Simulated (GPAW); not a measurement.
MnO:

```
Mn O
1.0
     0.00000    2.22391    2.22391
     2.22391    0.00000    2.22391
     2.22391    2.22391    0.00000
Mn O
1 1
Direct
  0.00000 0.00000 0.00000
  0.50000 0.50000 0.50000
```

The cell is a database's computed one.

```yaml
Program: GPAW 26.7.0
Task: relaxation of cell and atoms
Functional: PBEsol
Potentials_or_basis: PAW data sets generated in the run's folder for this functional
Cutoff: 800 eV
Basis: pw
k_mesh: 9 × 9 × 9
Occupations: fermi-dirac, width 0.05 eV
Spin: collinear spin, ferromagnetic start
Starting_moments: "[4.0, 0.0] μB"
```

At the start: pressure -6.3 GPa; volume 11.00 Å³/atom.

How do energy, volume and symmetry change on relaxing?

Over 4 steps the energy falls by 10.2 meV/atom and the volume is 10.47 Å³/atom (-4.8 %); space group Fm-3m (No. 225, to 0.05 Å); moment 4.60 μB per cell.

The path:
```tsv
step	energy change (eV)	largest force (eV/Å)	pressure (GPa)	volume (Å³)
1	0.0000	0.0000	-6.28	22.00
2	-0.0070	0.0000	-5.29	21.80
3	-0.0198	0.0000	0.86	20.80
4	-0.0204	0.0000	-0.06	20.93
```

Final structure:
```xyz
2
Lattice="0.0000 2.1874 2.1874 2.1874 0.0000 2.1874 2.1874 2.1874 0.0000" Properties=species:S:1:pos:R:3 pbc="T T T"
Mn    0.0000    0.0000    0.0000
O     2.1874    2.1874    2.1874
```

Caveat: each step starts from the last one's moments, so a moment once lost doesn't come back; later steps reuse the first step's grids; a cell with one magnetic atom can't hold antiferromagnetic order, which such compounds often take.
